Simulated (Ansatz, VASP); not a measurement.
# TiAl6: VASP beside Ansatz

Contents of INCAR:

```
PREC     = Accurate       # precision mode
ENCUT    = 600            # plane-wave cutoff, eV
EDIFF    = 1E-6           # SCF threshold, eV
ISMEAR   = 0              # smearing method
SIGMA    = 0.1            # smearing width, eV
LREAL    = False          # projectors in reciprocal space
LASPH    = True           # aspherical terms in the spheres
NELM     = 100            # most SCF steps
ALGO     = Normal         # electronic algorithm
ISIF     = 3              # what is computed and relaxed
LWAVE    = False          # write WAVECAR
LCHARG   = False          # write CHGCAR
GGA      = PE             # functional
IBRION   = 2              # ionic algorithm
NSW      = 100            # ionic steps
EDIFFG   = -0.01          # ionic threshold
```

Contents of KPOINTS:

```
regular mesh
0
Gamma
  6 6 14
```

POSCAR

```
TiAl6
1.0
    7.6630782960      0.0000000000      0.0000000000
   -3.8315391480      6.6364204755      0.0000000000
    0.0000000000      0.0000000000      2.8864995801
Ti Al
1 6
Direct
    0.0000000000      0.0000000000      0.0000000000
    0.3329963923      0.0000000000      0.5000000000
    0.6670036077      0.0000000000      0.5000000000
    0.0000000000      0.3329963923      0.5000000000
    0.0000000000      0.6670036077      0.5000000000
    0.6670036077      0.6670036077      0.5000000000
    0.3329963923      0.3329963923      0.5000000000
```

Input for Ansatz:

```yaml
crystal:
  lattice:
    - [7.663078296, 0.0, 0.0]
    - [-3.831539148, 6.6364204755, 0.0]
    - [0.0, 0.0, 2.8864995801]
  atoms:
    - { symbol: Ti, position: [0.0, 0.0, 0.0] }
    - { symbol: Al, position: [0.3329963923, 0.0, 0.5] }
    - { symbol: Al, position: [0.6670036077, 0.0, 0.5] }
    - { symbol: Al, position: [0.0, 0.3329963923, 0.5] }
    - { symbol: Al, position: [0.0, 0.6670036077, 0.5] }
    - { symbol: Al, position: [0.6670036077, 0.6670036077, 0.5] }
    - { symbol: Al, position: [0.3329963923, 0.3329963923, 0.5] }
basis:
  ecutwfc: 420
kpoints:
  mp_grid: { grid: [6, 6, 14] }
hamiltonian:
  xc: pbe
scf:
  occupations: { method: gaussian, width: 0.1 }
output:
  forces: true
  stress: true
  eigenvalues: true
  write_density: true
  write_potential: true
  elf: true
  volumetric_format: npy
relax:
  adjacent_minimum: "off"
  f_tol: 0.01
  max_steps: 80
  cell: { stress_tol: 0.05 }
```

Change from the starting cell: species swapped into the SmC6 type (P6/mmm, No. 191).

Alike in both runs: task relaxation of cell and atoms; functional PBE; k mesh 6 × 6 × 14; occupations gaussian, width 0.1 eV; no spin polarisation.

|  | VASP | Ansatz |
| --- | --- | --- |
| version | VASP 6.6.1 | Ansatz 0.2.0 |
| potentials or method | VASP PAW PBE potentials, release 64 (Ti_sv, Al) | scalar-relativistic, plane waves, PAW |
| plane-wave cutoff (eV) | 600 | 420 |
| valence electrons in the cell | 30 | 30 |

|  | VASP | Ansatz | Ansatz less VASP |
| --- | --- | --- | --- |
| gap on the k mesh at the Fermi level, each at its own relaxed structure (eV) | none | none | - |
| relaxed volume (Å³/atom) | 20.82 | 20.85 | +0.024 |
| relaxed cell length with the largest relative difference (Å) | 2.858 | 2.860 | +0.0011 |

A gap of «none» marks a metal or a gap that the smearing closes.
